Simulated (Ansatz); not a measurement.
# TiAl: the cost of one run

Method: DFT PBE, scalar-relativistic, plane waves, PAW, in Ansatz 0.2.0.

40 further runs of the same task are left out: 40 set aside as unsound or not needed.

## 1. Starting point

The structure is hexagonal, space group P-6m2 (No. 187). Conventional cell: a = 2.881 Å, b = 2.881 Å, c = 4.648 Å, α = 90.00°, β = 90.00°, γ = 120.00°. Ti (site symmetry -6m2) is surrounded by 6 Al at 2.86 Å and 6 Ti at 2.88 Å. Al (site symmetry -6m2) has 6 Ti at 2.86 Å and 6 Al at 2.88 Å as nearest neighbours.

Structure file:

```cif
data_structure
_symmetry_space_group_name_H-M 'P-6m2'
_symmetry_Int_Tables_number 187
_cell_length_a 2.8810
_cell_length_b 2.8810
_cell_length_c 4.6484
_cell_angle_alpha 90.000
_cell_angle_beta 90.000
_cell_angle_gamma 120.000
_cell_volume 33.41
loop_
_atom_site_label
_atom_site_type_symbol
_atom_site_symmetry_multiplicity
_atom_site_Wyckoff_symbol
_atom_site_fract_x
_atom_site_fract_y
_atom_site_fract_z
_atom_site_occupancy
Ti1 Ti 1 a 0.00000 0.00000 0.00000 1
Al1 Al 1 d 0.33333 0.66667 0.50000 1
```

It goes back to an entry of the Materials Project, which need not be the stable form.

It is the result of an earlier relaxation at this level (volume 16.71 Å³/atom; gap on the mesh: none (metal)).

## 2. What is varied

The energy is mapped over the lattice constants a and c of the conventional cell.

The axes are (1) lattice constant a (and b): 9 values from 2.737 to 3.025 Å; (2) lattice constant c: 9 values from 4.091 to 5.206 Å.

Nothing else is relaxed (symmetry fixes all fractional coordinates). Energies count from the relaxed crystal. Points are written as (first, second).

## 3. The run at (2.737 Å, 4.927 Å)

The input, input.yaml:

```yaml
crystal:
  lattice:
    - [2.7369, 0.0, 0.0]
    - [-1.36845, 2.3702249276, 0.0]
    - [0.0, 0.0, 4.9273]
  atoms:
    - { symbol: Ti, position: [0.0, 0.0, 0.0] }
    - { symbol: Al, position: [0.3333333333, 0.6666666667, 0.5] }
basis:
  ecutwfc: 520.0
kpoints:
  mp_grid: { grid: [18, 18, 10] }
hamiltonian:
  xc: pbe
  pseudopotentials: { kind: paw, azcp: { folder: soft_1 } }
scf:
  occupations: { method: gaussian, width: 0.15 }
output:
  forces: true
  stress: true
  eigenvalues: true
```

Command:

```sh
> ansatz run input.yaml --threads 1 --pin off --max-ram 2048MiB --backend cpu --events-out ev --progress --plain --runs-dir out
```

What time and memory should one allow on 1 thread of AMD EPYC 9R45 (Zen 5), shared host?

About 3.1 s, with a peak of 0.46 GiB.
